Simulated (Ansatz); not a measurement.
Wires are cut from relaxed bulk InAs (F-43m, 29.59 Å³/atom, gap on the mesh 0.00 eV); atoms and period are relaxed, and energies count from that bulk. Caps count from half an H2 molecule.

The calculation used DFT PBE, scalar-relativistic, plane waves, PAW in Ansatz.

Cutoff 420 eV, Gaussian smearing of 0.05 eV, energies at zero smearing, symmetry of each start kept, no spin polarisation.

```json
{"start": "[111] wire, 8 host atoms a period with H caps", "atoms": "22", "k mesh": "1×1×5", "excess energy (eV per host atom)": "0.682", "line energy (eV/Å)": "0.512", "period (Å)": "10.654", "gap on the mesh (eV)": "3.47", "highest filled level or Fermi level under vacuum (eV)": "6.02"}
{"start": "[111] wire, 12 host atoms a period with H caps", "atoms": "30", "k mesh": "1×1×5", "excess energy (eV per host atom)": "0.585", "line energy (eV/Å)": "0.657", "period (Å)": "10.679", "gap on the mesh (eV)": "3.18", "highest filled level or Fermi level under vacuum (eV)": "5.85"}
```

The gap is read on a mesh, which can miss the band edges, so it can be too wide.

Each run keeps its start's symmetry and one magnetic start, so lower states can exist.